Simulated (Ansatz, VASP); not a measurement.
**SiC2: VASP beside Ansatz**

Contents of INCAR:

```
PREC     = Accurate       # precision mode
ENCUT    = 520            # plane-wave cutoff, eV
EDIFF    = 1E-6           # SCF threshold, eV
ISMEAR   = 0              # smearing method
SIGMA    = 0.1            # smearing width, eV
LREAL    = F              # projectors in reciprocal space
LASPH    = T              # aspherical terms in the spheres
NELM     = 100            # most SCF steps
ALGO     = Fast           # electronic algorithm
ISIF     = 2              # what is computed and relaxed
LWAVE    = F              # write WAVECAR
LCHARG   = F              # write CHGCAR
GGA      = PE             # functional
NBANDS   = 21             # bands
```

Contents of KPOINTS:

```
Automatic mesh
0
Gamma
  4 4 6
```

Contents of POSCAR:

```
SiC2
1.0
    4.6279559569      0.0000000000      0.0000000000
    0.0000000000      4.6279559569      0.0000000000
    0.0000000000      0.0000000000      2.9808710658
Si C
2 4
Direct
    0.0000000000      0.0000000000      0.0000000000
    0.5000000000      0.5000000000      0.5000000000
    0.3060000000      0.3060000000      0.0000000000
    0.1940000000      0.8060000000      0.5000000000
    0.6940000000      0.6940000000      0.0000000000
    0.8060000000      0.1940000000      0.5000000000
```

Input for Ansatz:

```yaml
crystal:
  lattice:
    - [4.6279559569, 0.0, 0.0]
    - [0.0, 4.6279559569, 0.0]
    - [0.0, 0.0, 2.9808710658]
  atoms:
    - { symbol: Si, position: [0.0, 0.0, 0.0] }
    - { symbol: Si, position: [0.5, 0.5, 0.5] }
    - { symbol: C, position: [0.306, 0.306, 0.0] }
    - { symbol: C, position: [0.194, 0.806, 0.5] }
    - { symbol: C, position: [0.694, 0.694, 0.0] }
    - { symbol: C, position: [0.806, 0.194, 0.5] }
basis:
  ecutwfc: 420
kpoints:
  mp_grid: { grid: [4, 4, 6] }
hamiltonian:
  xc: pbe
scf:
  occupations: { method: gaussian, width: 0.1 }
  lower_state_search: "off"
output:
  forces: true
  stress: true
  eigenvalues: true
```

Alike in both runs: task single point; functional PBE; k mesh 4 × 4 × 6; occupations gaussian, width 0.1 eV; no spin polarisation.

|  | VASP | Ansatz |
| --- | --- | --- |
| version | VASP 6.6.1 | Ansatz 0.2.0 |
| potentials or method | VASP PAW PBE potentials, release 64 (Si, C) | scalar-relativistic, plane waves, PAW |
| plane-wave cutoff (eV) | 520 | 420 |
| valence electrons in the cell | 24 | 24 |

VASP gave:

| Item | Value |
| --- | --- |
| gap on the k mesh at the Fermi level (eV) | none |
| pressure (GPa) | -5.1 |
| largest component of the traceless stress (GPa) | 7.40 |
| rms of the force components (eV/Å) | 0.395 |

What did Ansatz give for the same quantities?

gap on the k mesh at the Fermi level (eV): none; pressure (GPa): -5.0; largest component of the traceless stress (GPa): 7.38; rms of the force components (eV/Å): 0.396.

Atom by atom the forces differ by 0.000 eV/Å (rms over components). A gap of «none» marks a metal or a gap that the smearing closes. The functional is the same, so the differences come from potentials, cutoffs and numerics.
